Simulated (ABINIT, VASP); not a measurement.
This is a calculation of Rh (Rhodium) for ABINIT 10.8.3 (patched build). 

File run.abi:

```
# Pseudopotentials
pp_dirpath "./"
pseudos "Rh.upf"

# Structure
acell 2.6839652093 2.6839652093 2.6839652093 Angstrom
rprim
     0.0000000000     0.7071067812     0.7071067812
     0.7071067812     0.0000000000     0.7071067812
     0.7071067812     0.7071067812     0.0000000000
ntypat 1
znucl 45
natom 1
typat 1
xcart
     0.0000000000     0.0000000000     0.0000000000

# Plane-wave basis
ecut 44.0

# k points
kptopt 1
ngkpt 12 12 12
nshiftk 1
shiftk 0.0 0.0 0.0

# Exchange and correlation
ixc -116133

# Bands and occupations
nband 13
occopt 3
tsmear 0.05 eV

# SCF cycle
nstep 100
tolvrs 1.0e-10

# Output
iomode 3
prtwf 0
prteig 0
prtebands 0
prtden 1
prtvha 1
prtvclmb 1
prtpot 1
prtelf 1
```

Potentials or basis: PseudoDojo NC SR PBEsol v0.4.1 standard.

Command:

```console
$ abinit run.abi > log 2>&1
```

Problem. Set up the same calculation for VASP 6.6.1. Potentials or basis there: PBE PAW files Rh_pv, 520 eV.

Solution. As run (cutoffs and basis follow the program's own potentials, and thresholds, step limits or extra output files can differ):

Contents of INCAR:

```
SYSTEM = Rh
  PREC = Accurate
  ENCUT = 520
  EDIFF = 1E-7
  ISMEAR = -1
  SIGMA = 0.05
  LREAL = .False.
  LASPH = .True.
  NELM = 100
  ALGO = Normal
  ISIF = 2
  LWAVE = .False.
  LCHARG = .False.
  GGA = PS
  NBANDS = 14
```

The input KPOINTS:

```
Automatic mesh
0
Gamma
  12 12 12
  0 0 0
```

File POSCAR:

```
Rh
1.0
    0.0000000000      1.8978500000      1.8978500000
    1.8978500000      0.0000000000      1.8978500000
    1.8978500000      1.8978500000      0.0000000000
Rh
1
Direct
    0.0000000000      0.0000000000      0.0000000000
```

Potentials or basis: VASP PAW PBE potentials, release 64 (Rh_pv).

Launch:

```sh
$ cat potpaw_PBE.64/Rh_pv/POTCAR > POTCAR
$ mpirun -np 1 vasp_std > vasp.out
```

Both were run:

|  | ABINIT | VASP |
| --- | --- | --- |
| Pressure | -3.4 GPa | -3.8 GPa |

The potentials hold 17 and 15 valence electrons a cell.

VASP's potentials were made for PBE.

Pressure is positive in compression.
